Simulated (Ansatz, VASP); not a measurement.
## GaP: VASP beside Ansatz

The input INCAR:

```
  ALGO = Fast
  EDIFF = 1E-6
  ENCUT = 520
  GGA = PE
  ISIF = 2
  ISMEAR = 0
  LASPH = T
  LCHARG = F
  LREAL = F
  LWAVE = F
  NBANDS = 16
  NELM = 100
  PREC = Accurate
  SIGMA = 0.01
```

Contents of KPOINTS:

```
k-points
0
Gamma
  10 10 10
```

The input POSCAR:

```
GaP
1.0
    0.0000000000      2.6503045514      2.6503045514
    2.6503045514      0.0000000000      2.6503045514
    2.6503045514      2.6503045514      0.0000000000
Ga P
1 1
Direct
    0.0000000000      0.0000000000      0.0000000000
    0.2500000000      0.2500000000      0.2500000000
```

Input for Ansatz:

```yaml
crystal:
  lattice:
    - [0.0, 2.6503045514, 2.6503045514]
    - [2.6503045514, 0.0, 2.6503045514]
    - [2.6503045514, 2.6503045514, 0.0]
  atoms:
    - { symbol: Ga, position: [0.0, 0.0, 0.0] }
    - { symbol: P, position: [0.25, 0.25, 0.25] }
scf:
  occupations: { method: fixed }
output:
  forces: true
  stress: true
  eigenvalues: true
  write_density: true
  write_potential: true
  elf: true
  volumetric_format: npy
hamiltonian:
  xc: pbe
basis:
  ecutwfc: 500
kpoints:
  mp_grid: { grid: [10, 10, 10] }
```

Alike in both runs: task single point; functional PBE; k mesh 10 × 10 × 10; no spin polarisation.

|  | VASP | Ansatz |
| --- | --- | --- |
| version | VASP 6.6.1 | Ansatz 0.2.0 |
| potentials or method | VASP PAW PBE potentials, release 64 (Ga_d, P) | scalar-relativistic, plane waves, PAW |
| plane-wave cutoff (eV) | 520 | 500 |
| occupations | gaussian, width 0.01 eV | fixed |
| valence electrons in the cell | 18 | 18 |

```tsv
	VASP	Ansatz	Ansatz less VASP
gap on the k mesh at the Fermi level (eV)	1.45	1.45	0.000
least direct gap on the mesh (eV)	2.53	2.53	-0.001
pressure (GPa)	11.2	11.3	+0.10
```

A k mesh can miss the band edges.
